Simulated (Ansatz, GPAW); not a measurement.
This is a calculation of LiCl for GPAW 26.7.0 (ASE script). 

File run.py:

```python
from ase import Atoms
from ase.dft.bandgap import bandgap
from ase.io import write
from ase.units import GPa
from gpaw import GPAW, PW

atoms = Atoms(['Cl', 'Li'],
              cell=[[0.0, 2.56477, 2.56477],
                    [2.56477, 0.0, 2.56477],
                    [2.56477, 2.56477, 0.0]],
              scaled_positions=[[0.5, 0.5, 0.5],
                                [0.0, 0.0, 0.0]],
              pbc=True)

calc = GPAW(mode=PW(800),
            xc='PBE',
            kpts={'size': (9, 9, 9), 'gamma': True},
            occupations={'name': 'methfessel-paxton', 'order': 0, 'width': 0.020999999999999998},
            nbands=11,
            convergence={'density': 1e-05, 'energy': 1e-05},
            maxiter=150,
            txt='gpaw.txt')
atoms.calc = calc
energy = atoms.get_potential_energy()
forces = atoms.get_forces()
stress = atoms.get_stress()
calc.write('gs.gpw')
write('result.traj', atoms)
print(f'Energy: {energy:.6f} eV')
print('Forces (eV/A):')
print(forces.round(4))
print('Stress (GPa):', (stress / GPa).round(3))
print('Fermi level:', round(calc.get_fermi_level(), 4), 'eV')
print(f'Gap: {bandgap(calc)[0]:.4f} eV, direct: {bandgap(calc, direct=True)[0]:.4f} eV')
```

Potentials or basis: GPAW PAW data sets (gpaw-data 1.2.1), pw.

Run with:

```console
$ OMP_NUM_THREADS=1 python run.py
```

**Question.** Set up the same calculation for Ansatz 0.2.0. Potentials or basis there: all-electron LAPW, scalar-relativistic.

**Answer.** As run (cutoffs and basis follow the program's own potentials, and thresholds, step limits or extra output files can differ):

Contents of input.yaml:

```yaml
crystal:
  lattice:
    - [0.0, 2.56477, 2.56477]
    - [2.56477, 0.0, 2.56477]
    - [2.56477, 2.56477, 0.0]
  atoms:
    - { symbol: Cl, position: [0.5, 0.5, 0.5] }
    - { symbol: Li, position: [0.0, 0.0, 0.0] }
kpoints:
  mp_grid: { grid: [9, 9, 9] }
scf:
  occupations: { method: gaussian, width: 0.021 }
hamiltonian:
  xc: pbe
  pseudopotentials: { kind: all_electron, lapw: { basis_error: 0.001 } }
output:
  forces: true
  stress: true
  eigenvalues: true
```

Potentials or basis: all-electron LAPW, scalar-relativistic.

Command:

```sh
$ ansatz run input.yaml --threads 1 --pin off --max-ram 3072MiB --backend cpu --events-out ev --progress --plain --runs-dir out
```

Both were run:

|  | GPAW | Ansatz |
| --- | --- | --- |
| Pressure | 0.5 GPa | 0.4 GPa |

Where Ansatz's input types no cutoff or centring, it takes its own default and a Γ-centred mesh.

Pressure is positive in compression.
